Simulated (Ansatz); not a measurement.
Set up this calculation in Ansatz 0.2.0, as the native input.

| Property | Result |
| --- | --- |
| Task | band structure |
| Functional | PBEsol |
| Potentials or basis | Ansatz PAW |
| Cutoff | 420 eV (not typed: the program's choice for these potentials) |
| k mesh | 6 × 6 × 6 |
| Occupations | fermi-dirac, width 0.05 eV |
| Spin | no spin polarisation |
| Hubbard terms | Ti d U = 6 eV |
| Path | [["G", "X", "M", "G", "Z", "P", "N", "Z1", "M"], ["X", "P"]] |
| Points for each segment of the path | 10 |
| Hubbard projectors | ortho-atomic (the default) |
| Double counting | fll (the default) |

The system is TiO2.

```
CELL_PARAMETERS angstrom
-2.97316 3.28737 3.28740
2.97316 -3.28737 3.28740
2.97316 3.28737 -3.28740
ATOMIC_POSITIONS crystal
Ti 0.00000 0.50000 0.00000
Ti 0.00000 0.00000 0.50000
Ti 0.49524 0.24524 0.25000
Ti 0.50475 0.75475 0.75000
O 0.69508 0.69523 0.50015
O 0.69508 0.19493 0.99985
O 0.80452 0.74962 0.05490
O 0.19472 0.74962 0.44510
O 0.80528 0.25038 0.55490
O 0.30492 0.80507 0.00015
O 0.19548 0.25038 0.94510
O 0.30492 0.30477 0.49985
```

The cell is a database's computed one.

These files were run (other wordings do the same):

input.yaml

```yaml
crystal:
  lattice:
    - [-2.97316, 3.287369, 3.287402]
    - [2.97316, -3.287369, 3.287402]
    - [2.97316, 3.287369, -3.287402]
  atoms:
    - { symbol: Ti, position: [0.0, 0.5, 0.0] }
    - { symbol: Ti, position: [0.0, 0.0, 0.5] }
    - { symbol: Ti, position: [0.495245, 0.245245, 0.25] }
    - { symbol: Ti, position: [0.504755, 0.754755, 0.75] }
    - { symbol: O, position: [0.695081, 0.69523, 0.500149] }
    - { symbol: O, position: [0.695081, 0.194932, 0.999851] }
    - { symbol: O, position: [0.804516, 0.749617, 0.054899] }
    - { symbol: O, position: [0.194718, 0.749617, 0.445101] }
    - { symbol: O, position: [0.805282, 0.250383, 0.554899] }
    - { symbol: O, position: [0.304919, 0.805068, 0.000149] }
    - { symbol: O, position: [0.195484, 0.250383, 0.945101] }
    - { symbol: O, position: [0.304919, 0.30477, 0.499851] }
hamiltonian:
  xc: pbesol
  pseudopotentials: { kind: paw }
  hubbard: { sites: [{ species: Ti, l: d, u_eff: 6.0 }] }
kpoints:
  mp_grid: { grid: [6, 6, 6] }
  band_path:
    path:
      - [[0.0, 0.0, 0.0], [-0.5, 0.0, 0.0], [-0.5, -0.5, 0.5], [0.0, 0.0, 0.0], [0.4544894662, -0.4544894662, -0.4544894662], [-0.25, -0.25, -0.25], [0.0, -0.5, 0.0], [-0.4544894662, -0.5455105338, 0.4544894662], [-0.5, -0.5, 0.5]]
      - [[-0.5, 0.0, 0.0], [-0.25, -0.25, -0.25]]
    npoints: 10
scf:
  occupations: { method: fermi_dirac, width: 0.05 }
  n_extra_bands: 30
output:
  forces: true
  stress: true
  eigenvalues: true
  fatbands: false
```

Potentials or basis: Ansatz PAW.

The run is started by

```sh
$ ansatz run input.yaml --threads 4 --pin off --max-ram 11264MiB --backend cpu --events-out ev --progress --plain --runs-dir out
```

It gave:

```
Pressure                : -2.6 GPa
Largest force           : 0.168 eV/Å
Band gap on the k mesh  : 2.46 eV
Band gap along the path : 2.46 eV
```

Caveat: the pressure holds a Pulay correction of +0.8 GPa for the finite cutoff; the PAW data sets come from PBE, with cores solved anew for the run's functional, which leaves a small shift of forces and pressure.

Run time: 16 s on 4 threads of Arm Neoverse V2, on a shared host, peak memory 1.1 GiB.
